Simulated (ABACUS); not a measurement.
Crystal: Cu.

```xyz
1
Lattice="0.0000 1.8075 1.8075 1.8075 0.0000 1.8075 1.8075 1.8075 0.0000" Properties=species:S:1:pos:R:3 pbc="T T T"
Cu    0.0000    0.0000    0.0000
```

| Property | Result |
| --- | --- |
| Program | ABACUS 3.10.1 |
| Task | relaxation of cell and atoms |
| Functional | r2SCAN |
| Potentials or basis | SG15 ONCV 1.2 PBE |
| Cutoff | 1442 eV |
| Density cutoff | 5769 eV |
| Basis | plane waves |
| k mesh | 8 × 8 × 8 |
| Occupations | fermi-dirac, width 0.05 eV |
| Spin | no spin polarisation |

At the start: pressure -4.1 GPa; volume 11.81 Å³/atom.

Task: Where does the relaxation end?

Result: Over 5 steps the energy falls by 4.4 meV/atom and the volume is 11.48 Å³/atom (-2.8 %); space group Fm-3m (No. 225, to 0.05 Å).

Step by step:
| step | energy change (eV) | largest force (eV/Å) | pressure (GPa) | volume (Å³) |
| --- | --- | --- | --- | --- |
| 1 | 0.0000 | 0.0000 | -4.14 | 11.81 |
| 2 | -0.0025 | 0.0000 | 2.95 | 11.28 |
| 3 | -0.0044 | 0.0000 | -0.06 | 11.48 |
| 4 | -0.0044 | 0.0000 | 0.06 | 11.48 |
| 5 | -0.0044 | 0.0000 | 0.02 | 11.48 |

Final structure:
```yaml
crystal:
  lattice:
    - [0.00000, 1.79062, 1.79062]
    - [1.79062, 0.00000, 1.79062]
    - [1.79062, 1.79062, 0.00000]
  atoms:
    - { symbol: Cu, position: [0.00000, 0.00000, 0.00000] }
```

Caveat: the k mesh is coarse (spacing up to 0.38 Å⁻¹), so the values aren't converged; the potentials were made for another functional, which shifts forces and pressure.
